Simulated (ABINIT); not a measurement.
# In2O3 (R-3c) in ABINIT: band structure with r2SCAN

Aim: the band structure of In2O3 with r2SCAN.

Everything below comes from runs of ABINIT 10.8.3 (patched build). Logs are shortened: lines on timing, memory, paths and dates and some standing lists are left out, and cuts for length are marked. The log counts tension as positive stress, the text compression.

**What was measured.**

From “Fabrication and performance enhancement of an In2O3/BiVO4 heterojunction for N-butanol gas sensing applications”, 2024, pmc:11650617, for a powder of In2O3: band gap 3.08 eV (optical).

How close the calculation comes is told below.

### 1 Starting point

It takes space group R-3c (No. 167, trigonal). Conventional cell: a = 5.487 Å, b = 5.487 Å, c = 14.510 Å, α = 90.00°, β = 90.00°, γ = 120.00°. Around In (site symmetry 3) lie 6 O at 2.12 to 2.26 Å. O (site symmetry 2) is surrounded by 4 In at 2.12 to 2.26 Å.

### 2 Band structure, r2SCAN

Input file run.abi:

```
# Datasets: ground state, then fixed potential
ndtset 2

# Pseudopotentials
pp_dirpath "./"
pseudos "In.GGA_PBE-JTH.xml, O.GGA_PBE-JTH.xml"

# Structure
acell 10.9259950083 10.9259950083 10.9259950082
rprim
     0.4745072297     0.2739568768     0.8365348281
    -0.4745072297     0.2739568768     0.8365348281
     0.0000000000    -0.5479137536     0.8365348281
ntypat 2
znucl 49 8
natom 10
typat 1 1 1 1 2 2 2 2 2 2
xred
     0.8573100000     0.8573100000     0.8573100000
     0.6426900000     0.6426900000     0.6426900000
     0.1426900000     0.1426900000     0.1426900000
     0.3573100000     0.3573100000     0.3573100000
     0.0480000000     0.7500000000     0.4520000000
     0.7500000000     0.4520000000     0.0480000000
     0.4520000000     0.0480000000     0.7500000000
     0.9520000000     0.2500000000     0.5480000000
     0.2500000000     0.5480000000     0.9520000000
     0.5480000000     0.9520000000     0.2500000000

# Plane-wave basis
ecut 28.0
pawecutdg 50.0

# Exchange and correlation
ixc -497498
usekden 1
pawxcdev 0

# Bands and occupations
occopt 3
tsmear 0.05 eV

# SCF cycle
nstep 100

# Output
iomode 3
prtwf 0
prteig 0
prtebands 0
prtden1 1
prtkden1 1

# Dataset 1
kptopt1 1
ngkpt1 4 4 4
nshiftk1 1
shiftk1 0.0 0.0 0.0
nband1 53
tolvrs1 1.0e-7

# Dataset 2: bands along G-L-B1
iscf2 -2
getden2 1
getkden2 1
nband2 59
nbdbuf2 4
tolwfr2 1.0e-11
kptopt2 -2
ndivsm2 6
prteig2 1
prtvol2 -3
kptbounds2
     0.0000000000     0.0000000000     0.0000000000
     0.5000000000     0.0000000000     0.0000000000
     0.5000000000     0.2381665116    -0.2381665116
```

Potentials or basis: JTH PAW PBE v2.0.

Command:

```bash
mpirun --bind-to none -np 4 abinit run.abi > log 2>&1
```

run.abo:

```text
.Version 10.8.3 of ABINIT
 DATASET    1 : space group R-3 c (#167); Bravais hR (rhombohedral)
================================================================================
 Values of the parameters that define the memory need for DATASET  1.
     intxc =       0    ionmov =       0      iscf =      17    lmnmax =      18
     lnmax =       6     mgfft =      54  mpssoang =       3    mqgrid =    3001
     natom =      10  nloc_mem =       2    nspden =       1   nspinor =       1
    nsppol =       1      nsym =      12    n1xccc =       1    ntypat =       2
    occopt =       3   xclevel =       2
       mpw =        6055          nfft =      157464          nkpt =          13
Pmy_natom=         3
 PAW method is used; the additional fine FFT grid is defined by:
   mgfftf=        72    nfftf =    373248
================================================================================
================================================================================

 DATASET    2 : space group R-3 c (#167); Bravais hR (rhombohedral)
================================================================================
 Values of the parameters that define the memory need for DATASET  2.
     intxc =       0    ionmov =       0      iscf =      -2    lmnmax =      18
     lnmax =       6     mgfft =      54  mpssoang =       3    mqgrid =    3001
     natom =      10  nloc_mem =       2    nspden =       1   nspinor =       1
    nsppol =       1      nsym =      12    n1xccc =       1    ntypat =       2
    occopt =       3   xclevel =       2
       mpw =        6024          nfft =      157464          nkpt =          15
Pmy_natom=         3
 PAW method is used; the additional fine FFT grid is defined by:
   mgfftf=        72    nfftf =    373248
================================================================================
================================================================================

--------------------------------------------------------------------------------
------------- Echo of variables that govern the present computation ------------
--------------------------------------------------------------------------------
 -outvars: echo values of preprocessed input variables --------
            acell      1.0925995008E+01  1.0925995008E+01  1.0925995008E+01 Bohr
              amu      1.14820000E+02  1.59994000E+01
             ecut      2.80000000E+01 Hartree
           getden1          0
           getden2          1
          getkden1          0
          getkden2          1
             iscf1         17
             iscf2         -2
              ixc     -497498
           jdtset        1    2
           kptopt1          1
           kptopt2         -2
         kptrlatt        4    0    0      0    4    0      0    0    4
          kptrlen1     4.14757090E+01
          kptrlen2     3.00000000E+01
            natom          10
            nband1         53
            nband2         59
           nbdbuf1          0
           nbdbuf2          4
           ndtset           2
           ndivsm1          0
           ndivsm2          6
            ngfft          54      54      54
          ngfftdg          72      72      72
             nkpt1         13
             nkpt2         15
            nstep         100
             nsym          12
           ntypat           2
           occopt           3
        pawecutdg      5.00000000E+01 Hartree
         pawxcdev           0
        prtebands           0
           prteig1          0
           prteig2          1
          prtkden           1
           prtvol1          0
           prtvol2         -3
            prtwf           0
            rprim      4.7450722970E-01  2.7395687680E-01  8.3653482810E-01
                      -4.7450722970E-01  2.7395687680E-01  8.3653482810E-01
                       0.0000000000E+00 -5.4791375360E-01  8.3653482810E-01
           shiftk1     0.00000000E+00  0.00000000E+00  0.00000000E+00
[... 683 lines left out ...]
cartesian_forces: null
force_length_stats: {min: null, max: null, mean: null, }
...

 Integrated electronic density in atomic spheres:
 ------------------------------------------------
 Atom  Sphere_radius  Integrated_density
    1        2.50645         11.19481879
    2        2.50645         11.19481879
    3        2.50645         11.19481879
    4        2.50645         11.19481879
    5        1.41465          4.56551158
    6        1.41465          4.56551158
    7        1.41465          4.56551158
    8        1.41465          4.56551158
    9        1.41465          4.56551158
   10        1.41465          4.56551158

================================================================================

 ----iterations are completed or convergence reached----

 Mean square residual over all n,k,spin=   49.569E-13; max=  98.457E-13
 reduced coordinates (array xred) for   10 atoms
       0.857310000000      0.857310000000      0.857310000000
       0.642690000000      0.642690000000      0.642690000000
       0.142690000000      0.142690000000      0.142690000000
       0.357310000000      0.357310000000      0.357310000000
       0.048000000000      0.750000000000      0.452000000000
       0.750000000000      0.452000000000      0.048000000000
       0.452000000000      0.048000000000      0.750000000000
       0.952000000000      0.250000000000      0.548000000000
       0.250000000000      0.548000000000      0.952000000000
       0.548000000000      0.952000000000      0.250000000000

 cartesian coordinates (angstrom) at end:
    1      0.00000000000000     0.00000000002486    12.43956809149984
    2      0.00000000000000     0.00000000001863     9.32543189362778
    3      0.00000000000000     0.00000000000414     2.07043189858524
    4      0.00000000000000     0.00000000001036     5.18456809645730
    5     -1.92593699876536    -0.16789980901274     6.04583332920055
    6      0.81756299947589     1.75186027153519     6.04583332921844
    7      1.10837399928947    -1.58396046248621     6.04583332918736
    8      1.92593699876536     0.16789980904173     8.46416666088453
    9     -0.81756299947589    -1.75186027150620     8.46416666086664
   10     -1.10837399928947     1.58396046251520     8.46416666089772
 length scales= 10.925995008300 10.925995008300 10.925995008200 bohr
              =  5.781787560910  5.781787560910  5.781787560857 angstroms
 Eigenvalues (hartree) for nkpt=  15  k points:
 kpt#   1, nband= 59, wtk=  1.00000, kpt=  0.0000  0.0000  0.0000 (reduced coord)
  -0.53203   -0.49962   -0.49962   -0.49255   -0.49255   -0.48948   -0.31401   -0.31401
  -0.30840   -0.30840   -0.30798   -0.30351   -0.30222   -0.30222   -0.30065   -0.30065
  -0.29863   -0.29863   -0.29543   -0.29439   -0.29428   -0.29428   -0.28388   -0.28388
  -0.25844   -0.25844   -0.05553   -0.04159    0.00140    0.00140    0.02860    0.04158
   0.05200    0.05200    0.05661    0.12238    0.12238    0.13276    0.13574    0.13574
   0.14030    0.14030    0.14978    0.14978    0.21869    0.38031    0.40921    0.44536
   0.52086    0.52086    0.52138    0.52720    0.54535    0.54535    0.56567    0.58006
   0.58006    0.63380    0.63458
 kpt#   2, nband= 59, wtk=  1.00000, kpt=  0.0625  0.0000  0.0000 (reduced coord)
  -0.53163   -0.49959   -0.49955   -0.49291   -0.49264   -0.48959   -0.31389   -0.31386
  -0.30858   -0.30845   -0.30779   -0.30364   -0.30216   -0.30208   -0.30074   -0.30065
  -0.29880   -0.29865   -0.29494   -0.29451   -0.29435   -0.29426   -0.28400   -0.28381
  -0.25909   -0.25861   -0.05495   -0.04188   -0.00071    0.00370    0.02644    0.04496
   0.04884    0.05492    0.06115    0.11767    0.12186    0.12973    0.13465    0.13507
   0.14074    0.14247    0.14833    0.14938    0.22399    0.38220    0.40831    0.44380
   0.50611    0.51767    0.52567    0.53096    0.55054    0.55205    0.56528    0.57969
[... 104 lines left out ...]
  -0.26598   -0.26598   -0.01908   -0.01908   -0.00432   -0.00432    0.04130    0.04130
   0.05387    0.05387    0.08726    0.08726    0.10255    0.10255    0.12103    0.12103
   0.14002    0.14002    0.14549    0.14549    0.37522    0.37522    0.39297    0.39297
   0.46183    0.46183    0.52329    0.52329    0.56512    0.56512    0.58504    0.58504
   0.64356    0.64363    0.65789
 kpt#  15, nband= 59, wtk=  1.00000, kpt=  0.5000  0.2382 -0.2382 (reduced coord)
  -0.51069   -0.51069   -0.49932   -0.49932   -0.49291   -0.49291   -0.31167   -0.31167
  -0.30842   -0.30842   -0.30695   -0.30695   -0.30571   -0.30571   -0.29938   -0.29938
  -0.29798   -0.29798   -0.29424   -0.29424   -0.29278   -0.29278   -0.28916   -0.28916
  -0.26406   -0.26406   -0.01934   -0.01934   -0.00063   -0.00063    0.03810    0.03810
   0.05614    0.05614    0.08578    0.08578    0.10165    0.10165    0.12111    0.12111
   0.13767    0.13767    0.14502    0.14502    0.38108    0.38108    0.39244    0.39244
   0.46082    0.46082    0.52027    0.52027    0.56694    0.56694    0.59317    0.59317
   0.64238    0.64294    0.64934

== END DATASET(S) ==============================================================
================================================================================

 -outvars: echo values of variables after computation  --------
            acell      1.0925995008E+01  1.0925995008E+01  1.0925995008E+01 Bohr
           etotal1    -2.5141330333E+02
            fcart1     1.7069168128E-20  1.4146535097E-14 -1.5185317103E-03
                       2.3079503375E-19 -1.4146357849E-14  1.5185317103E-03
                       6.3494845911E-20 -1.4146357849E-14  1.5185317103E-03
                      -1.5023101971E-19  1.4146318257E-14 -1.5185317103E-03
                      -1.2430619418E-03 -2.1530464402E-03  4.3022387959E-15
                      -1.2430619418E-03  2.1530464402E-03 -4.3022117028E-15
                       2.4861238837E-03  2.1592693276E-19  9.1629243330E-20
                       1.2430619418E-03  2.1530464402E-03 -4.3022568579E-15
                       1.2430619418E-03 -2.1530464402E-03  4.3022569058E-15
                      -2.4861238837E-03 -2.5551855753E-19 -1.7295637078E-19
            rprim      4.7450722970E-01  2.7395687680E-01  8.3653482810E-01
                      -4.7450722970E-01  2.7395687680E-01  8.3653482810E-01
                       0.0000000000E+00 -5.4791375360E-01  8.3653482810E-01
           strten1    -3.3483043928E-05 -3.3483043768E-05 -8.2784989025E-06
                      -1.7876174749E-13  0.0000000000E+00  0.0000000000E+00
           xangst      9.4713136667E-17  2.4856427750E-11  1.2439568091E+01
                       1.1131580148E-18  1.8634078600E-11  9.3254318936E+00
                       1.1950482999E-17  4.1370774174E-12  2.0704318986E+00
                       4.6799989326E-17  1.0359866204E-11  5.1845680965E+00
                      -1.9259369988E+00 -1.6789980901E-01  6.0458333292E+00
                       8.1756299948E-01  1.7518602715E+00  6.0458333292E+00
                       1.1083739993E+00 -1.5839604625E+00  6.0458333292E+00
                       1.9259369988E+00  1.6789980904E-01  8.4641666609E+00
                      -8.1756299948E-01 -1.7518602715E+00  8.4641666609E+00
                      -1.1083739993E+00  1.5839604625E+00  8.4641666609E+00
             xred      8.5731000000E-01  8.5731000000E-01  8.5731000000E-01
                       6.4269000000E-01  6.4269000000E-01  6.4269000000E-01
                       1.4269000000E-01  1.4269000000E-01  1.4269000000E-01
                       3.5731000000E-01  3.5731000000E-01  3.5731000000E-01
                       4.8000000000E-02  7.5000000000E-01  4.5200000000E-01
                       7.5000000000E-01  4.5200000000E-01  4.8000000000E-02
                       4.5200000000E-01  4.8000000000E-02  7.5000000000E-01
                       9.5200000000E-01  2.5000000000E-01  5.4800000000E-01
                       2.5000000000E-01  5.4800000000E-01  9.5200000000E-01
                       5.4800000000E-01  9.5200000000E-01  2.5000000000E-01
 Calculation completed.
```

Wall time 6.6 min (4 MPI ranks of Arm Neoverse V1, shared host); peak memory 1.2 GiB.

What came out:

* Free energy: -6841.3045 eV
* Pressure: 0.7 GPa
* Largest force: 0.128 eV/Å
* Band gap on the k mesh: 1.87 eV, indirect (least direct gap 1.88 eV)
* Band gap along the path: 1.86 eV, indirect (least direct gap 1.88 eV)
* Valence electrons inside the program's atomic spheres: In 11.19; O 4.57

Forces in eV/Å, atoms in the order of the input:
```
In   0.000  0.000 -0.078
In   0.000  0.000  0.078
In   0.000  0.000  0.078
In   0.000  0.000 -0.078
O   -0.064 -0.111  0.000
O   -0.064  0.111  0.000
O    0.128  0.000  0.000
O    0.064  0.111  0.000
O    0.064 -0.111  0.000
O   -0.128  0.000  0.000
```

Levels at the corners of the path, in eV from the valence-band top:
| point | band 42 | band 43 | band 44 | band 45 | band 46 | band 47 |
| --- | --- | --- | --- | --- | --- | --- |
| Γ | -0.27 | -0.02 | -0.02 | 1.86 | 6.26 | 7.04 |
| L | -0.73 | -0.06 | -0.06 | 5.60 | 5.60 | 6.62 |
| B1 | -0.34 | -0.15 | -0.15 | 6.28 | 6.28 | 6.59 |

Caveat: totals of a meta-GGA on PAW files have another zero than those of a GGA; the PAW data sets were made with another functional, which shifts forces and pressure a little; spin-orbit coupling is left out, which moves the levels of the heavy elements.

### 3 How close it comes

Step 2. A measured gap of In2O3 is 3.08 eV (optical; powder; “Fabrication and performance enhancement of an In2O3/BiVO4 heterojunction for N-butanol gas sensing applications”, 2024, pmc:11650617); the calculated 1.86 eV misses it by -1.22 eV. Spin-orbit coupling on In is left out. The value is that of r2SCAN, without temperature or zero-point motion.
